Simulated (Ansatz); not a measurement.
# Ba (Im-3m) in Ansatz: notebook

One crystal, Ba, is run at these levels: revPBE, PBE, PBEsol; tasks: elastic constants, band structure, single point.

All numbers are computed with Ansatz 0.2.0; they aren't measurements. Logs are shortened: lines on timing, memory, paths and dates and some standing lists are left out, and cuts for length are marked.

## 1. Starting point

It takes space group Im-3m (No. 229, cubic). Conventional cell: a = 5.013 Å, b = 5.013 Å, c = 5.013 Å, α = 90.00°, β = 90.00°, γ = 90.00°. Ba (site symmetry m-3m) has 8 Ba at 4.34 Å as nearest neighbours.

## 2. Elastic constants, revPBE

The input, input.yaml:

```yaml
crystal:
  lattice:
    - [-2.5065, 2.5065, 2.5065]
    - [2.5065, -2.5065, 2.5065]
    - [2.5065, 2.5065, -2.5065]
  atoms:
    - { symbol: Ba, position: [0.0, 0.0, 0.0] }
kpoints:
  mp_grid: { grid: [6, 6, 6] }
scf:
  occupations: { method: gaussian, width: 0.1 }
hamiltonian:
  xc: revpbe
  pseudopotentials: { kind: all_electron, lapw: { basis_error: 0.001 } }
output:
  forces: true
  stress: true
elastic:
  mode: relaxed_ion
  stencil: two_point
```

Potentials or basis: all-electron LAPW, scalar-relativistic.

Started as:

```bash
ansatz run input.yaml --threads 1 --pin off --max-ram 3072MiB --backend cpu --events-out ev --progress --plain --runs-dir out
```

Log:

```text
Warning: RAYON_NUM_THREADS=1 ignored (pool sized by the plan → 1); use --threads N
LAPW: plane waves up to 4.589 Å⁻¹, error target 1.0e-3 eV per atom; small_component_spin mean_spin; Ba in spheres of 2.106 Å, 20 of its electrons in bands, Dirac shells [] (how accurate: hamiltonian.pseudopotentials.lapw.basis_error, Limitations)
Engine: ansatz 0.2.0, aarch64-unknown-linux-gnu
Pseudopotentials: kind: all_electron
Pseudopotential: Ba, LAPW, valence charge 20, lapw/all_electron/scalar/gaussian/Ba, Koelling and Harmon's equation, gaussian nucleus
Functional definition: revPBE
  parameter kappa = 1.245
  parameter beta = 0.06672455060314922
  exchange = pbe_x(kappa = kappa, mu = beta*pi^2/3)
  correlation = pbe_c(beta = beta)
Crystal: 1 atoms, lattice volume = 62.989 Å³
Basis set: ecut = 80.21973807537084 eV, 87 PW (Γ), exchange–correlation at level 2
Bands: 14, of which v1, the nominal top of the filled ones, is band 10 counted from 1 (9 counted from 0)
Symmetry: 48 space group operations
Space group: Im-3m (ITA 229), of the structure as read, at distance tolerance 4.0e-5 Å
k-points: 16 of 216
Non-local potential: Ba, projectors of the file, none
Initial density: superposition of atomic densities (chi_scale 0.1, normalization cell)
Initial wavefunctions: plane waves of lowest kinetic energy (no species holds an atomic orbital)
Functional: x = revpbe(κ = 1.245, μ = 0.2195149727645171), c = pbe(β = 0.06672455060314922)
iter 1 solved again at ethr=2.62e-5 eV; its pass at ethr=1.00e-1 eV (dr2=5.24e-3 eV) is discarded
SCF iter   1: F=—  HF=-221379.142441 eV  |F-HF|=—  |Δ(HF+E_count)|=         —  Δρ=2.41e-3  dr2=5.20e-3  ethr=2.62e-5  ⟨swp⟩=6.0  Hψ=1752  notcnv=0
preconditioner: auto → none  [insulator: Δε(μ)=0.116 eV  Ē_g=2.788 eV  σ=0.100 eV  W_gap=0.50  n_scr=12 (ndim 8)  ℏωp=6.6 eV  f_vac=0.000  D(μ)=1.76/eV (n_scr^D=12)  ε∞_Penn≈6.6]
SCF iter   2: F=—  HF=-221379.148986 eV  |F-HF|=—  |Δ(HF+E_count)|=   6.55e-3  Δρ=1.39e-3  dr2=1.77e-3  ethr=2.60e-5  ⟨swp⟩=2.4  Hψ=746  notcnv=0
iter 3 solved again at ethr=6.47e-8 eV; its pass at ethr=8.85e-6 eV (dr2=1.29e-5 eV) is discarded
SCF iter   3: F=—  HF=-221379.152436 eV  |F-HF|=—  |Δ(HF+E_count)|=   3.45e-3  Δρ=1.10e-4  dr2=1.27e-5  ethr=6.47e-8  ⟨swp⟩=3.0  Hψ=1233  notcnv=0
SCF iter   4: F=—  HF=-221379.152424 eV  |F-HF|=—  |Δ(HF+E_count)|=   1.24e-5  Δρ=2.67e-5  dr2=7.19e-7  ethr=6.35e-8  ⟨swp⟩=3.0  Hψ=756  notcnv=0
SCF iter   5: F=—  HF=-221379.152424 eV  |F-HF|=—  |Δ(HF+E_count)|=   6.02e-7  Δρ=2.50e-6  dr2=5.51e-9  ethr=3.59e-9  ⟨swp⟩=3.0  Hψ=760  notcnv=0
SCF iter   6: F=—  HF=-221379.152424 eV  |F-HF|=—  |Δ(HF+E_count)|=   1.46e-8  Δρ=3.86e-7  dr2=1.03e-10  ethr=2.75e-11  ⟨swp⟩=3.0  Hψ=770  notcnv=0
SCF iter   7: F=—  HF=-221379.152424 eV  |F-HF|=—  |Δ(HF+E_count)|=  7.57e-10  Δρ=9.60e-8  dr2=6.26e-12  ethr=1.00e-12  ⟨swp⟩=3.0  Hψ=760  notcnv=0
SCF iter   8: F=-221379.152424 eV  HF=-221379.152424 eV  |F-HF|=5.82e-11  |Δ(HF+E_count)|=  2.91e-10  Δρ=2.67e-9  dr2=5.54e-15  ethr=1.00e-12  ⟨swp⟩=2.0  Hψ=740  notcnv=0
SCF 1 converged in 8 iterations: F = -221379.152424 eV  dr2 = 5.54e-15
Crystal: 1 atoms, lattice volume = 62.863 Å³
Basis set: ecut = 80.32687630972218 eV, 87 PW (Γ), exchange–correlation at level 2
Symmetry: 16 space group operations
k-points: 30 of 216
Initial density: handed on by an earlier stage of this run
Initial wavefunctions: plane waves of lowest kinetic energy (no species holds an atomic orbital; no wavefunctions were taken with the density)
iter 1 solved again at ethr=2.12e-9 eV; its pass at ethr=1.00e-1 eV (dr2=4.23e-7 eV) is discarded
SCF iter   1: F=—  HF=-221379.151899 eV  |F-HF|=—  |Δ(HF+E_count)|=         —  Δρ=1.77e-5  dr2=3.29e-7  ethr=2.12e-9  ⟨swp⟩=11.9  Hψ=4756  notcnv=0
preconditioner: auto → Kerker (q_TF=auto, 2.254 Å⁻¹)  [metal: Δε(μ)=0.048 eV  Ē_g=2.788 eV  σ=0.100 eV  W_gap=0.26  n_scr=12 (ndim 8)  ℏωp=6.6 eV  f_vac=0.000  D(μ)=1.67/eV (n_scr^D=12)]
SCF iter   2: F=—  HF=-221379.151900 eV  |F-HF|=—  |Δ(HF+E_count)|=   5.81e-7  Δρ=1.35e-5  dr2=2.05e-7  ethr=1.65e-9  ⟨swp⟩=2.9  Hψ=1414  notcnv=0
SCF iter   3: F=—  HF=-221379.151900 eV  |F-HF|=—  |Δ(HF+E_count)|=   1.36e-7  Δρ=6.45e-6  dr2=5.41e-8  ethr=1.02e-9  ⟨swp⟩=2.0  Hψ=1387  notcnv=0
iter 4 solved again at ethr=2.64e-11 eV; its pass at ethr=2.70e-10 eV (dr2=5.29e-9 eV) is discarded
SCF iter   4: F=—  HF=-221379.151900 eV  |F-HF|=—  |Δ(HF+E_count)|=   9.63e-9  Δρ=1.85e-6  dr2=5.30e-9  ethr=2.64e-11  ⟨swp⟩=2.0  Hψ=2239  notcnv=0
SCF iter   5: F=—  HF=-221379.151900 eV  |F-HF|=—  |Δ(HF+E_count)|=   3.96e-9  Δρ=6.14e-7  dr2=5.19e-10  ethr=2.64e-11  ⟨swp⟩=2.0  Hψ=1388  notcnv=0
SCF iter   6: F=—  HF=-221379.151900 eV  |F-HF|=—  |Δ(HF+E_count)|=  5.53e-10  Δρ=2.37e-7  dr2=6.62e-11  ethr=2.59e-12  ⟨swp⟩=2.0  Hψ=1388  notcnv=0
SCF iter   7: F=—  HF=-221379.151900 eV  |F-HF|=—  |Δ(HF+E_count)|=  4.66e-10  Δρ=6.27e-8  dr2=5.10e-12  ethr=1.00e-12  ⟨swp⟩=2.0  Hψ=1387  notcnv=0
SCF iter   8: F=—  HF=-221379.151900 eV  |F-HF|=—  |Δ(HF+E_count)|=  8.73e-11  Δρ=2.17e-8  dr2=5.45e-13  ethr=1.00e-12  ⟨swp⟩=2.0  Hψ=1387  notcnv=0
SCF iter   9: F=-221379.151900 eV  HF=-221379.151900 eV  |F-HF|=2.91e-11  |Δ(HF+E_count)|=    0.00e0  Δρ=6.49e-9  dr2=6.63e-14  ethr=1.00e-12  ⟨swp⟩=2.0  Hψ=1387  notcnv=0
SCF 2 converged in 9 iterations: F = -221379.151900 eV  dr2 = 6.63e-14
Crystal: 1 atoms, lattice volume = 63.115 Å³
Basis set: ecut = 80.11295637435073 eV, 87 PW (Γ), exchange–correlation at level 2
iter 1 solved again at ethr=4.29e-9 eV; its pass at ethr=1.00e-1 eV (dr2=8.58e-7 eV) is discarded
SCF iter   1: F=—  HF=-221379.152927 eV  |F-HF|=—  |Δ(HF+E_count)|=         —  Δρ=1.74e-5  dr2=3.22e-7  ethr=4.29e-9  ⟨swp⟩=11.4  Hψ=4631  notcnv=0
[... 20 lines left out ...]
SCF iter   5: F=—  HF=-221379.152416 eV  |F-HF|=—  |Δ(HF+E_count)|=   1.60e-9  Δρ=3.04e-7  dr2=1.41e-10  ethr=5.36e-12  ⟨swp⟩=2.7  Hψ=2159  notcnv=0
SCF iter   6: F=—  HF=-221379.152416 eV  |F-HF|=—  |Δ(HF+E_count)|=  9.02e-10  Δρ=1.74e-7  dr2=3.21e-11  ethr=1.00e-12  ⟨swp⟩=2.0  Hψ=2126  notcnv=0
SCF iter   7: F=—  HF=-221379.152416 eV  |F-HF|=—  |Δ(HF+E_count)|=  2.91e-11  Δρ=2.08e-8  dr2=3.56e-13  ethr=1.00e-12  ⟨swp⟩=2.0  Hψ=2126  notcnv=0
SCF iter   8: F=-221379.152416 eV  HF=-221379.152416 eV  |F-HF|=1.46e-10  |Δ(HF+E_count)|=  2.33e-10  Δρ=4.95e-9  dr2=1.25e-14  ethr=1.00e-12  ⟨swp⟩=2.0  Hψ=2126  notcnv=0
SCF 4 converged in 8 iterations: F = -221379.152416 eV  dr2 = 1.25e-14
iter 1 solved again at ethr=2.68e-9 eV; its pass at ethr=1.00e-1 eV (dr2=5.36e-7 eV) is discarded
SCF iter   1: F=—  HF=-221379.152415 eV  |F-HF|=—  |Δ(HF+E_count)|=         —  Δρ=9.64e-6  dr2=4.55e-8  ethr=2.68e-9  ⟨swp⟩=11.9  Hψ=7241  notcnv=0
SCF iter   2: F=—  HF=-221379.152416 eV  |F-HF|=—  |Δ(HF+E_count)|=   5.82e-7  Δρ=6.75e-6  dr2=2.64e-8  ethr=2.27e-10  ⟨swp⟩=3.0  Hψ=2242  notcnv=0
SCF iter   3: F=—  HF=-221379.152416 eV  |F-HF|=—  |Δ(HF+E_count)|=   6.61e-8  Δρ=2.96e-6  dr2=8.55e-9  ethr=1.32e-10  ⟨swp⟩=3.0  Hψ=2182  notcnv=0
SCF iter   4: F=—  HF=-221379.152416 eV  |F-HF|=—  |Δ(HF+E_count)|=   8.76e-9  Δρ=7.80e-7  dr2=1.06e-9  ethr=4.28e-11  ⟨swp⟩=3.0  Hψ=2182  notcnv=0
SCF iter   5: F=—  HF=-221379.152416 eV  |F-HF|=—  |Δ(HF+E_count)|=   1.54e-9  Δρ=2.82e-7  dr2=1.15e-10  ethr=5.28e-12  ⟨swp⟩=2.7  Hψ=2160  notcnv=0
SCF iter   6: F=—  HF=-221379.152416 eV  |F-HF|=—  |Δ(HF+E_count)|=  8.44e-10  Δρ=1.66e-7  dr2=2.96e-11  ethr=1.00e-12  ⟨swp⟩=2.0  Hψ=2126  notcnv=0
SCF iter   7: F=—  HF=-221379.152416 eV  |F-HF|=—  |Δ(HF+E_count)|=  1.16e-10  Δρ=2.23e-8  dr2=4.51e-13  ethr=1.00e-12  ⟨swp⟩=2.0  Hψ=2126  notcnv=0
SCF iter   8: F=-221379.152416 eV  HF=-221379.152416 eV  |F-HF|=8.73e-11  |Δ(HF+E_count)|=  4.37e-10  Δρ=4.52e-9  dr2=1.07e-14  ethr=1.00e-12  ⟨swp⟩=2.0  Hψ=2126  notcnv=0
SCF 5 converged in 8 iterations: F = -221379.152416 eV  dr2 = 1.07e-14
SCF converged after 8 iterations
Free energy (F): -221379.152424 eV
Harris-Foulkes:  -221379.152424 eV  (|F-HF|=5.82e-11)
Internal energy: -221379.144105 eV  (E = F + TS)
E sigma→0 (E₀):  -221379.148265 eV
Entropy (-TS):   -0.008319 eV (-8.319 meV/atom)
Fermi energy:    7.786115 eV
--- Per-component energies (eV) ---
  E_band       = -836.182928
  E_kinetic    = 235886.386510
  E_xc         = -5399.553330
  E_electrostatic = -451865.977285  (all electrons and nuclei)
  E_smearing   = -0.008319  (= −TS)
  E_closure    = 0.000000  (closes the sum)
  E_atoms      = -221377.470429  (free atoms, spherical and without spin; not in F)
  Σ components = -221379.152424   (vs F -221379.152424, Δ=0.00e0)
  Basis errors (estimates in eV, not in F): energy 3.3e-4 per atom: plane waves 3.0e-4 (1.6e-4 summed), levels above the bands 0.0e0, relativity 4.4e-9, radial functions 3.3e-5, core shells 7.7e-7; eigenvalues (radial functions only) 6.6e-7; not estimated: angular momenta, meshes, grids; target (lapw.basis_error) 1.0e-3; muffin-tin radii Ba 2.106 Å
--- Forces (eV/Å), atoms counted from 1 ---
  atom   1  Ba    -0.00000000    -0.00000000    -0.00000000
  max |Σ_I F_I| component: 5.96e-32 eV/Å
--- Stress (GPa, compression-positive) ---
        0.653787      -0.000000      -0.000000
       -0.000000       0.653787      -0.000000
       -0.000000      -0.000000       0.653787
  P = ⅓ Tr σ = 0.6538 GPa (6.538 kbar)
--- Band table (eV; the first three rows and the last of 16) ---
  k-point 0: bands = ["-77.0236", "-77.0236", "-77.0236", "-77.0174", "-77.0174", "-21.1430", "-6.1055", "-6.1055", "-6.1055", "5.0266", "9.6238", "9.6238", "9.6238", "10.9919"]
  k-point 1: bands = ["-77.0236", "-77.0236", "-77.0236", "-77.0174", "-77.0174", "-21.1323", "-6.2256", "-6.1427", "-6.1063", "5.5185", "9.2414", "9.2734", "10.1143", "10.6268"]
  k-point 2: bands = ["-77.0236", "-77.0236", "-77.0236", "-77.0174", "-77.0174", "-21.1108", "-6.4522", "-6.2155", "-6.1079", "6.5329", "8.6943", "8.6987", "10.9293", "11.1116"]
  k-point 15: bands = ["-77.0236", "-77.0236", "-77.0236", "-77.0174", "-77.0174", "-21.0681", "-6.4202", "-6.4202", "-6.4202", "7.2106", "7.2106", "11.7901", "11.7901", "11.7901"]
--- Elastic constants: 2 strain directions × 2 members + reference (group order 48) ---
  dense FFT box of the reference and of every strained cell: 16×16×16
  strains applied: 11, 23; error gains: componentwise 1.00 (the most a stress slope's error grows in a printed constant), spectral 1.73 (1 for all six strains in a standard setting)
  C = ∂σ_k/∂η_j (tension-positive GPa; Voigt order 11 22 33 23 13 12):
        12.894      8.095      8.095     -0.000      0.000      0.000
         8.095     12.894      8.095     -0.000     -0.000     -0.000
         8.095      8.095     12.894     -0.000     -0.000     -0.000
         0.000     -0.000      0.000     10.070     -0.000     -0.000
        -0.000     -0.000     -0.000      0.000     10.070     -0.000
        -0.000      0.000      0.000     -0.000     -0.000     10.070
  reference stress σ⁰ (GPa):     -0.654     -0.654     -0.654      0.000      0.000      0.000
  no Pulay correction (none for the plane-wave cutoff is built on LAPW): the batch's stresses and constants are at fixed plane waves
  C* (energy form; C + prestress term) asymmetry max|C*_kj − C*_jk| = 8.882e-16 GPa — a small one proves nothing (zero by symmetry where the batch's group is 432, −43m or m−3m); a large one is finite-difference/SCF noise where every solve meets its electron count
  moduli (Voigt/Reuss/Hill, GPa): K = 9.69/9.69/9.69   G = 7.00/4.42/5.71   E = 14.32   ν = 0.254
  mechanically stable: yes (min eigenvalue of sym C = 4.80 GPa)
  where every solve meets its electron count the energy-path curvature estimates C_jj along a normal strain and C_jj − ¼(σ⁰_aa + σ⁰_bb) along a shear (ab), closely only under elastic.basis: deformed
  strain η (Voigt 11):  stress-route row diagonal C_11 = 12.89 GPa, energy-path curvature d²(F+E_count)/dδ²/Ω₀ = 12.89 GPa
         δ    σ_11 (GPa)             F (eV)   n_scf  n_hpsi   n_pw
    -2.000e-3      -0.6796     -221379.1519000       9   17231    116   relax 0 steps, max|allowed force component| 0.00e0 eV/Å
     2.000e-3      -0.6281     -221379.1529282       9   17111    116   relax 0 steps, max|allowed force component| 0.00e0 eV/Å
  strain η (Voigt 23):  stress-route row diagonal C_44 = 10.07 GPa, energy-path curvature d²(F+E_count)/dδ²/Ω₀ = 10.40 GPa
         δ    σ_23 (GPa)             F (eV)   n_scf  n_hpsi   n_pw
    -2.000e-3      -0.0201     -221379.1524161       8   23046    116   relax 0 steps, max|allowed force component| 0.00e0 eV/Å
     2.000e-3       0.0201     -221379.1524161       8   23149    116   relax 0 steps, max|allowed force component| 0.00e0 eV/Å
```

It took 11 s on 1 thread of Arm Neoverse V1, shared host; peak memory 0.23 GiB.

What came out:

| Item | Value |
| --- | --- |
| Free energy | -221379.1524 eV |
| Pressure | 0.7 GPa |
| Band gap on the k mesh | none (metal or under the smearing width) |
| Elastic constants C11, C12, C44 | 13, 8, 10 GPa |
| Voigt bulk modulus | 10 GPa |

Elastic tensor in Voigt notation (GPa, in the Cartesian axes of the cell as first typed):
```
13  8  8  0  0  0
 8 13  8  0  0  0
 8  8 13  0  0  0
 0  0  0 10  0  0
 0  0  0  0 10  0
 0  0  0  0  0 10
```

Caveat: the k mesh is thin for a metal, which can move the energy by tens of meV per atom; a metal's response needs a denser mesh; elastic constants of metals need much finer meshes, so these are rough.

## 3. Band structure, PBE

The input, input.yaml:

```yaml
crystal:
  lattice:
    - [-2.5065, 2.5065, 2.5065]
    - [2.5065, -2.5065, 2.5065]
    - [2.5065, 2.5065, -2.5065]
  atoms:
    - { symbol: Ba, position: [0.0, 0.0, 0.0] }
kpoints:
  mp_grid: { grid: [6, 6, 6] }
  band_path:
    path:
      - [0.0, 0.0, 0.0]
      - [0.5, -0.5, 0.5]
      - [0.0, 0.0, 0.5]
      - [0.0, 0.0, 0.0]
      - [0.25, 0.25, 0.25]
      - [0.5, -0.5, 0.5]
    npoints: 6
scf:
  occupations: { method: fermi_dirac, width: 0.05 }
hamiltonian:
  xc: pbe
  pseudopotentials: { kind: all_electron, lapw: { basis_error: 0.001 } }
output:
  forces: true
  stress: true
  eigenvalues: true
```

Potentials or basis: all-electron LAPW, scalar-relativistic.

Started as:

```bash
ansatz run input.yaml --threads 1 --pin off --max-ram 3072MiB --backend cpu --events-out ev --progress --plain --runs-dir out
```

Wall time 1.9 s (1 thread of Arm Neoverse V1, shared host); peak memory 0.2 GiB.

The run converged. Its results:

| Quantity | Value |
| --- | --- |
| Free energy | -221372.2822 eV |
| Pressure | 0.1 GPa |
| Band gap along the path | none (metal or under the smearing width) |

Levels at the corners of the path, in eV from the Fermi level:
| point | band 7 | band 8 | band 9 | band 10 | band 11 | band 12 | band 13 | band 14 |
| --- | --- | --- | --- | --- | --- | --- | --- | --- |
| Γ | -13.85 | -13.85 | -13.85 | -2.77 | 1.81 | 1.81 | 1.81 | 3.21 |
| H | -14.17 | -14.17 | -14.17 | -0.57 | -0.57 | 4.00 | 4.00 | 4.00 |
| N | -14.31 | -14.00 | -13.85 | -0.91 | 0.67 | 1.21 | 3.18 | 3.76 |
| Γ | -13.85 | -13.85 | -13.85 | -2.77 | 1.81 | 1.81 | 1.81 | 3.21 |
| P | -14.08 | -14.08 | -14.08 | 0.50 | 0.50 | 0.50 | 3.53 | 3.86 |
| H | -14.17 | -14.17 | -14.17 | -0.57 | -0.57 | 4.00 | 4.00 | 4.00 |

Caveat: the k mesh is thin for a metal, which can move the energy by tens of meV per atom; spin-orbit coupling is left out, which moves the levels of the heavy elements.

## 4. Band structure, PBE, spin-orbit coupling, no magnetisation

Edit input.yaml of step 3 so:

```diff
@@ -23,2 +23,5 @@
   pseudopotentials: { kind: all_electron, lapw: { basis_error: 0.001 } }
+magnetization:
+  noncollinear: true
+  spin_orbit: true
 output:
```

Potentials or basis: all-electron LAPW, relativistic spinors.

Started as:

```bash
ansatz run input.yaml --threads 1 --pin off --max-ram 3072MiB --backend cpu --events-out ev --progress --plain --runs-dir out
```

It took 13 s on 1 thread of Arm Neoverse V1, shared host; peak memory 0.28 GiB.

It converged, with:

| Item | Value |
| --- | --- |
| Free energy | -221474.9895 eV |
| Pressure | 0.1 GPa |
| Band gap along the path | none (metal or under the smearing width) |

Levels at the corners of the path, in eV from the Fermi level:
```tsv
point	band 16	band 17	band 18	band 19	band 20	band 21	band 22	band 23	band 24	band 25
Γ	-13.20	-13.20	-13.20	-2.76	-2.76	1.79	1.79	1.79	1.79	1.88
H	-13.56	-13.56	-13.56	-0.56	-0.56	-0.56	-0.56	3.72	3.72	4.14
N	-13.57	-13.28	-13.28	-0.91	-0.91	0.68	0.68	1.20	1.20	3.19
Γ	-13.20	-13.20	-13.20	-2.76	-2.76	1.79	1.79	1.79	1.79	1.88
P	-13.46	-13.46	-13.46	0.38	0.38	0.56	0.56	0.56	0.56	3.54
H	-13.56	-13.56	-13.56	-0.56	-0.56	-0.56	-0.56	3.72	3.72	4.14
```

Caveat: the k mesh is thin for a metal, which can move the energy by tens of meV per atom.

## 5. Single point, PBEsol, 62.96 Å³/atom (strain_shear_xy = -0.04)

The input, input.yaml:

```yaml
crystal:
  lattice:
    - [-2.55663, 2.55663, 2.5065]
    - [2.55663, -2.55663, 2.5065]
    - [2.45637, 2.45637, -2.5065]
  atoms:
    - { symbol: Ba, position: [0.0, 0.0, 0.0] }
kpoints:
  mp_grid: { grid: [8, 8, 8] }
scf:
  occupations: { method: fermi_dirac, width: 0.05 }
hamiltonian:
  xc: pbesol
  pseudopotentials: { kind: all_electron, lapw: { basis_error: 0.001 } }
output:
  forces: true
  stress: true
  eigenvalues: true
```

Potentials or basis: all-electron LAPW, scalar-relativistic.

Started as:

```bash
ansatz run input.yaml --threads 1 --pin off --max-ram 3072MiB --backend cpu --events-out ev --progress --plain --runs-dir out
```

Log:

```text
Warning: RAYON_NUM_THREADS=1 ignored (pool sized by the plan → 1); use --threads N
LAPW: plane waves up to 4.487 Å⁻¹, error target 1.0e-3 eV per atom; small_component_spin mean_spin; Ba in spheres of 2.142 Å, 20 of its electrons in bands, Dirac shells [] (how accurate: hamiltonian.pseudopotentials.lapw.basis_error, Limitations)
Engine: ansatz 0.2.0, aarch64-unknown-linux-gnu
Pseudopotentials: kind: all_electron
Pseudopotential: Ba, LAPW, valence charge 20, lapw/all_electron/scalar/gaussian/Ba, Koelling and Harmon's equation, gaussian nucleus
Functional definition: PBEsol
  exchange = pbesol_x
  correlation = pbesol_c
Crystal: 1 atoms, lattice volume = 62.964 Å³
Basis set: ecut = 76.70573600089908 eV, 87 PW (Γ), exchange–correlation at level 2
Bands: 14, of which v1, the nominal top of the filled ones, is band 10 counted from 1 (9 counted from 0)
Symmetry: 8 space group operations
[... 27 lines left out ...]
  E_electrostatic = -451746.249355  (all electrons and nuclei)
  E_smearing   = -0.008187  (= −TS)
  E_closure    = 0.000000  (closes the sum)
  E_atoms      = -221283.258438  (free atoms, spherical and without spin; not in F)
  Σ components = -221285.374458   (vs F -221285.374458, Δ=0.00e0)
  Basis errors (estimates in eV, not in F): energy 3.5e-4 per atom: plane waves 3.2e-4 (1.7e-4 summed), levels above the bands 3.8e-29, relativity 1.3e-9, radial functions 2.8e-5, core shells 4.9e-7; eigenvalues (radial functions only) 1.1e-6; not estimated: angular momenta, meshes, grids; target (lapw.basis_error) 1.0e-3; muffin-tin radii Ba 2.142 Å
--- Forces (eV/Å), atoms counted from 1 ---
  atom   1  Ba     0.00000000    -0.00000000     0.00000000
  max |Σ_I F_I| component: 1.23e-32 eV/Å
--- Stress (GPa, compression-positive) ---
       -0.708696       0.422351       0.000000
        0.422351      -0.708696       0.000000
        0.000000       0.000000      -0.684010
  P = ⅓ Tr σ = -0.7005 GPa (-7.005 kbar)
--- Band table (eV; the first three rows and the last of 95) ---
  k-point 0: bands = ["-77.0666", "-77.0658", "-77.0651", "-77.0605", "-77.0604", "-21.2840", "-6.2236", "-6.2080", "-6.1946", "4.8086", "9.2404", "9.3640", "9.5403", "10.8283"]
  k-point 1: bands = ["-77.0666", "-77.0658", "-77.0651", "-77.0605", "-77.0604", "-21.2766", "-6.2739", "-6.2347", "-6.2230", "5.1094", "9.2727", "9.2792", "9.5390", "10.3759"]
  k-point 2: bands = ["-77.0666", "-77.0658", "-77.0651", "-77.0605", "-77.0604", "-21.2588", "-6.4570", "-6.2980", "-6.2217", "5.8635", "8.7722", "8.7860", "10.3849", "10.3956"]
  k-point 94: bands = ["-77.0665", "-77.0658", "-77.0651", "-77.0605", "-77.0605", "-21.2070", "-6.5695", "-6.5353", "-6.4981", "7.0343", "7.0435", "11.4915", "11.5753", "11.6706"]
```

Wall time 3.6 s (1 thread of Arm Neoverse V2, shared host); peak memory 0.23 GiB.

Results:

```
Free energy            : -221285.3745 eV
Pressure               : -0.7 GPa
Band gap on the k mesh : none (metal or under the smearing width)
```

(Part 1 of 2 ends here.)
